A band structure from a semilocal functional such as PBEsol supplies an energy for every electronic state of a crystal. A hybrid functional such as PBE0 moves these levels, and each move normally has to be computed from the orbitals. For lead sulfide, can the move be foretold from two simple facts, namely whether the state is filled or empty and where PBEsol has put it?

The table lists states in pairs, the highest filled and the lowest empty level at one k point. The first three columns locate that point along the reciprocal cell vectors: (0, 0, 0) is Γ, (½, 0, 0) is L and (½, ½, 0) is X. The "state start level" is the PBEsol energy. The "state corrected level" is the PBE0 energy evaluated once on the PBEsol orbitals, so it is a hybrid-functional level and not a GW quasiparticle energy.

ABINIT 10.8.3 plane-wave calculations for PbS (Fm-3m, cell relaxed with PBEsol) give PBEsol levels and one-shot PBE0 levels on the PBEsol orbitals, without spin–orbit coupling. They use scalar-relativistic PseudoDojo 0.4.1 standard PBEsol pseudopotentials, a 762 eV cutoff and a Γ-centred 6×6×6 k mesh. Each column of levels counts from its own highest filled level.

```
row  state k a (reciprocal cell vector)  state k b (reciprocal cell vector)  state k c (reciprocal cell vector)   state band  state start level (eV)  state corrected level (eV)
  1                               0.000                               0.000                               0.000   top filled                  -2.250                      -2.723
  2                               0.000                               0.000                               0.000  first empty                   5.190                       6.633
  3                               0.167                               0.000                               0.000   top filled                  -1.678                      -1.971
  4                               0.167                               0.000                               0.000  first empty                   3.330                       4.680
  5                               0.333                               0.000                               0.000   top filled                  -0.782                      -0.775
  6                               0.333                               0.000                               0.000  first empty                   1.369                       2.481
  7                               0.500                               0.000                               0.000   top filled                   0.000                       0.000
  8                               0.500                               0.000                               0.000  first empty                   0.205                       1.340
  9                               0.167                               0.167                               0.000   top filled                  -1.132                      -1.377
 10                                   ?                                   ?                                   ?  first empty                       ?                           ?
 11                                   ?                                   ?                                   ?   top filled                       ?                           ?
 12                                   ?                                   ?                                   ?  first empty                       ?                           ?
 13                               0.500                               0.167                               0.000   top filled                  -1.492                      -1.611
 14                               0.500                               0.167                               0.000  first empty                   1.686                       2.873
 15                              -0.333                               0.167                               0.000   top filled                  -0.747                      -0.795
 16                              -0.333                               0.167                               0.000  first empty                   1.094                       2.214
 17                              -0.167                               0.167                               0.000   top filled                  -0.777                      -0.920
 18                              -0.167                               0.167                               0.000  first empty                   1.676                       2.879
 19                               0.333                               0.333                               0.000   top filled                  -3.265                      -3.760
 20                               0.333                               0.333                               0.000  first empty                   3.712                       5.033
 21                               0.500                               0.333                               0.000   top filled                  -2.966                      -3.377
 22                               0.500                               0.333                               0.000  first empty                   3.598                       5.034
 23                              -0.333                               0.333                               0.000   top filled                  -2.032                      -2.230
 24                              -0.333                               0.333                               0.000  first empty                   2.587                       3.829
 25                               0.500                               0.500                               0.000   top filled                  -3.572                      -4.134
 26                               0.500                               0.500                               0.000  first empty                   3.637                       5.189
 27                               0.500                               0.333                               0.167   top filled                  -1.539                      -1.780
 28                               0.500                               0.333                               0.167  first empty                   2.264                       3.499
 29                              -0.333                               0.333                               0.167   top filled                  -1.068                      -1.276
 30                              -0.333                               0.333                               0.167  first empty                   1.753                       2.944
 31                              -0.333                               0.500                               0.167   top filled                  -1.874                      -2.169
 32                              -0.333                               0.500                               0.167  first empty                   3.098                       4.361
```

Each column of levels counts from its own valence top, the filled state at L in row 7. The shift of a state, its corrected level less its start level, is therefore a motion relative to that one state. On this scale the known empty states rise by 1.1 to 1.6 eV. The known filled states sink by at most 0.6 eV, and the three that start closest below the valence top move by less than 0.15 eV.

The difference between filled and empty states comes from exchange. PBE0 replaces a quarter of the semilocal exchange by Fock exchange, which is built from products of the state in question with each filled state. A filled state has close relatives among the filled ones, in the same band at neighbouring k points, and their products keep nearly one sign throughout a cell, which lowers its energy strongly. An empty state is orthogonal to the filled ones, so its products have positive and negative regions that largely cancel, and it gains less. A semilocal potential makes no such distinction, and adding Fock exchange therefore opens the gap. The step from PBEsol to PBE0 also changes the remaining semilocal part to that of PBE, which is expected to matter far less.

A weaker effect acts within each group. In a uniform electron gas, Fock exchange binds the states at the bottom of the band most strongly and loses its grip as the energy rises. The same tendency should push deep filled states further down in PbS and high empty states further up. The bands then stretch in addition to moving apart.

The direct gaps, taken between the two levels of a pair, broadly fit this picture. At X, where PBEsol already has a gap of 7.2 eV, PBE0 adds 2.1 eV. In rows 5 and 6 the starting gap is 2.2 eV and the addition only 1.1 eV. A rigid displacement of all empty states against all filled ones would have added the same amount at both points.

Energy is not the whole story, however. Rows 20 and 26 are empty states whose starting levels differ by less than 0.1 eV, yet their shifts differ by 0.23 eV. Exchange depends on the shape of an orbital as well as on its energy, and two states at nearly the same height can have different shapes. That is the likely reason here, though the orbitals themselves have not been examined.

L also departs from the simple order. Its gap grows by 1.14 eV, slightly more than that of rows 5 and 6, although it starts about ten times smaller. A forecast based on energy alone must therefore carry an error bar that allows for such individual behaviour.

Three states remain to be forecast: rows 10 and 12, which are empty, and row 11, which is filled. With no knowledge of their starting levels, the known states of the same kind are the best guide. Rows 10 and 12 should rise by 1.1 to 1.6 eV. Row 11 should shift by between −0.6 and +0.05 eV.

A sharper forecast becomes possible once the PBEsol level E of a state is supplied. To first order, the shift is the average of the change in potential over the unchanged orbital, less the same average for the valence top at L. Theory argues that this quantity varies with energy and jumps between filled and empty states. The simplest form with both features is a separate straight line for each group:

filled: shift = 0.02 eV + 0.16 E

empty: shift = 0.02 eV + 1.03 eV + 0.087 E

The constants come from a least-squares fit to the 29 known rows. The 1.03 eV is the jump between the groups where the two lines meet E = 0, and the factors of E describe the stretching. A filled state that starts 1 eV deeper is thus pushed down by a further 0.16 eV or so. For empty states the stretching is about half as strong.

To judge the lines, each known row was left out in turn and forecast from the others. The typical error was 0.08 eV, against 0.16 eV for a rigid shift with one value for filled and one for empty states. The stretching is therefore worth including, although a better fit does not prove that it has the same cause as in the electron gas. Twice the smaller figure (0.077 eV before rounding), about 0.15 eV, serves as the error bar for each of the three states. It is not a strict bound, because row 26 lies 0.18 eV from its line even though it took part in the fit.

The withheld rows as computed:

```
row  state k a (reciprocal cell vector)  state k b (reciprocal cell vector)  state k c (reciprocal cell vector)   state band  state start level (eV)  state corrected level (eV)
 10                               0.167                               0.167                               0.000  first empty                   2.239                       3.459
 11                               0.333                               0.167                               0.000   top filled                  -1.490                      -1.659
 12                               0.333                               0.167                               0.000  first empty                   1.948                       3.119
```

All three shifts fall within the broad ranges. Rows 10 and 12 rise by 1.22 and 1.17 eV, and row 11 sinks by 0.17 eV. For the two empty states the range gave both the direction and the rough size. For the filled state it was wider than the shift itself and did not quite settle the direction.

Row 12 shows how the sharper forecast works on a state that took no part in the fit. PBEsol puts it at 1.95 eV, so the line for empty states gives a shift of 0.02 + 1.03 + 0.087 × 1.95 = 1.22 eV. The forecast PBE0 level is then 1.95 + 1.22 = 3.17 eV. The computed level is 0.05 eV lower, a third of the error bar.

The other two states come out equally well. The forecast for row 10 is too high by 0.03 eV, and that for row 11 is too low by 0.05 eV. Rows 11 and 12 belong to the same k point, and their misses add up: the lines open the gap there by 0.10 eV too much. Misses of this size are ordinary scatter about the lines and call for no special cause.

These hits support the forecast more than they support the stretching. The three states start at moderate energies, where a straight line and a constant shift give nearly the same answer. The rigid shift misses them by 0.05 to 0.10 eV, which is worse but still tolerable. The case for the stretching rests on the known states at both ends of the range, those close to the gap, as at L, and those far from it, as at X.

A good forecast of PBE0 is also not yet a good forecast of PbS. The gap at L grows from 0.2 eV in PBEsol to 1.34 eV in PBE0, while the gap measured at room temperature is roughly 0.4 eV, a recalled value. Part of the excess arises because spin–orbit coupling is left out; it mixes the empty states derived from the lead 6p orbitals, which pushes the lowest of them down and is expected to narrow the gap by several tenths of an electronvolt. PBE0 also applies its quarter of Fock exchange unscreened, which is too much for a solid that screens charges as strongly as PbS does.

For an infrared detector the difference is decisive, because the gap sets the longest wavelength at which light can lift an electron across it. That wavelength is Planck's constant times the speed of light, divided by the gap. The PBE0 gap would put the limit near 0.9 µm, whereas a gap of 0.4 eV puts it near 3 µm. The two lines would carry this error along faithfully, since they reproduce the hybrid functional and inherit its faults.

The k mesh sets another limit. Fock exchange draws much of its strength from filled states at neighbouring k points, so it converges slowly as the mesh is refined, and the mesh used here has not been shown to be fine enough. Nor has convergence with the cutoffs been shown. The constants of the lines belong to these settings and may change with a denser mesh. The reasoning carries over more safely than the numbers: for another state in the highest filled or lowest empty band of this crystal, ask first whether it is filled or empty, which decides about 1 eV, and then how far it lies from the gap, which decides a few tenths.
